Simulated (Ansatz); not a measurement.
## Equation of state of AlAs

```
CELL_PARAMETERS angstrom
0.00000 2.83040 2.83040
2.83040 0.00000 2.83040
2.83040 2.83040 0.00000
ATOMIC_POSITIONS crystal
Al 0.00000 0.00000 0.00000
As 0.75000 0.75000 0.75000
```

The cell is COD entry 1540257, as deposited and not checked against the literature; nothing was relaxed.

Methods: DFT, PBEsol, all-electron LAPW, scalar-relativistic (Ansatz 0.2.0); DFT, PBEsol, PAW with Ansatz's default frozen-core files, scalar-relativistic (Ansatz 0.2.0).

For LAPW: a Γ-centred 10×10×10 k mesh, Fermi–Dirac smearing of 0.05 eV, basis error target 0.5 meV/atom, no spin polarisation. PAW takes a cutoff of 420 eV at this cell (files made with PBE, cores remade for this functional). The Ansatz runs share mesh, smearing and spin set-up. Plane-wave (PAW) pressures include the program's estimate of the Pulay term.

The cell above is scaled evenly, with fractional coordinates and shape held.

```
V/V(cell)  V (Å³/atom)  P, LAPW (GPa)  P, PAW (GPa)  gap on the k mesh, LAPW (eV)
   0.9400       21.314           5.75          5.79                          1.22
   0.9405       21.326           5.69          5.74                          1.22
   0.9600       21.768           3.82          3.85                          1.26
   0.9800       22.221           2.08          2.11                          1.30
   0.9900       22.448           1.28          1.30                          1.31
   1.0000       22.675           0.52          0.54                          1.33
   1.0100       22.902          -0.20         -0.19                          1.35
   1.0200       23.128          -0.89         -0.88                          1.36
   1.0400       23.582          -2.16         -2.15                          1.39
   1.0600       24.035          -3.30         -3.30                          1.42
```

What do Birch–Murnaghan fits to the pressures give?

LAPW: V0 = 22.84 Å³/atom, B0 = 72 GPa, B0′ = 4.2; PAW: V0 = 22.84 Å³/atom, B0 = 72 GPa, B0′ = 4.2.

PAW's V0 lies 0.03 % from the all-electron value and its B0 0.3 %. Symmetry fixes shape and coordinates here, so this is the relaxed modulus.
